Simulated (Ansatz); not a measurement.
Runs of Ansatz 0.2.0 on Au. Symmetry: Im-3m, No. 229, cubic system. Conventional cell: a = 3.315 Å, b = 3.315 Å, c = 3.315 Å, α = 90.00°, β = 90.00°, γ = 90.00°. Around Au (site symmetry m-3m) lie 8 Au at 2.87 Å. This isn't the form of Au at room conditions, which is fcc.

```tsv
task	level	spin	cell	k mesh	cutoff (eV)	points for each segment of the path	gap on the mesh (eV)	pressure (GPa)	relaxed volume (Å³/atom)
relaxation of cell and atoms	PBEsol0	off	relaxed	6 × 6 × 6	420	-	none	0.0	17.00
single point	PBE0	off	as given	6 × 6 × 6	420	-	none	-4.2	-
band structure	HSE06	off	as given	6 × 6 × 6	420	4	none	-4.0	-
relaxation of cell and atoms	B3LYP	off	relaxed	6 × 6 × 6	420	-	none	0.0	18.87
single point	r2SCANh	off	as given	6 × 6 × 6	500	-	none	-5.3	-
single point	r2SCAN50	off	as given	6 × 6 × 6	500	-	none	(b)	-
relaxation of cell and atoms	PBE0	off	relaxed	6 × 6 × 6	420	-	none	0.0	17.65
relaxation of cell and atoms	HSEsol	off	relaxed	6 × 6 × 6	420	-	none	0.0	(a)
single point	PBEsol0	off	as given	6 × 6 × 6	420	-	none	-9.7	-
band structure	HSE03	off	as given	6 × 6 × 6	420	4	none	-3.8	-
relaxation of cell and atoms	HF	off	relaxed	6 × 6 × 6	420	-	none	0.0	20.36
single point	PBE0	SOC, no magnetisation	as given	5 × 5 × 5	420	-	none	-5.4	-
```

Alike in all rows: potentials or basis Ansatz PAW; smearing fermi-dirac 0.05 eV; the mesh is coarse, so values aren't converged.

Q: Fill in the values left out.

A: (a) 17.04; (b) -6.0.

Caveats: all runs use coarse meshes; the PAW data sets come from PBE, with cores solved anew for the run's functional, which leaves a small shift of forces and pressure; the thresholds are loose for stress (some runs); the plane-wave basis is chosen anew once the cell has moved, so the energies of steps on either side of that aren't comparable (some runs); spin-orbit coupling is left out, which moves the levels of the heavy elements (some runs).

A k mesh can miss the band edges, and rows without SOC leave out spin-orbit coupling on Au.

A gap of «none» marks a metal or a gap under the smearing width.
